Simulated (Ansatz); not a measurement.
Runs of Ansatz 0.2.0 on SnO. It takes space group P4/nmm (No. 129, tetragonal). The conventional cell has a = 3.814 Å, b = 3.814 Å, c = 4.887 Å, α = 90.00°, β = 90.00°, γ = 90.00°. Sn (site symmetry 4mm) has 4 O at 2.23 Å as nearest neighbours. O (site symmetry -4m2) has 4 Sn at 2.23 Å as nearest neighbours. The cell is a database's computed one.

| task | level | potentials or basis | k mesh | cutoff (eV) | smearing | basis error allowed | gap on the mesh (eV) | pressure (GPa) | largest force (eV/Å) |
| --- | --- | --- | --- | --- | --- | --- | --- | --- | --- |
| single point | PBE | all-electron LAPW, scalar-relativistic | 4 × 4 × 4 | 318 | fermi-dirac 0.03 eV | 0.002 eV/atom | 0.15 | 3.6 | (b) |
| Wannier functions | PBE | all-electron PAW datasets made for the crystal | 7 × 7 × 6 | 400 | fixed | - | 0.37 | 3.6 | 0.37 |
| band structure | PBE | all-electron LAPW, scalar-relativistic | 7 × 7 × 6 | 318 | fermi-dirac 0.05 eV | 0.002 eV/atom | 0.37 | 3.6 | 0.37 |
| band structure | PBEsol | all-electron LAPW, scalar-relativistic | 7 × 7 × 6 | 318 | fermi-dirac 0.05 eV | 0.002 eV/atom | 0.36 | (a) | 0.07 |

Alike in all rows: no spin polarisation; cell as given.

Problem. Estimate the missing entries.

Solution. (a) -0.6; (b) 0.38.

Caveats: spin-orbit coupling is left out, which moves the levels of the heavy elements; the mesh misses the band edges, which the band path finds closer together (some runs); an odd mesh through Γ misses points on the zone boundary, where band edges often lie (some runs).

A k mesh can miss the band edges, and the runs leave out spin-orbit coupling on Sn.

Not every run made on this cell is shown here.
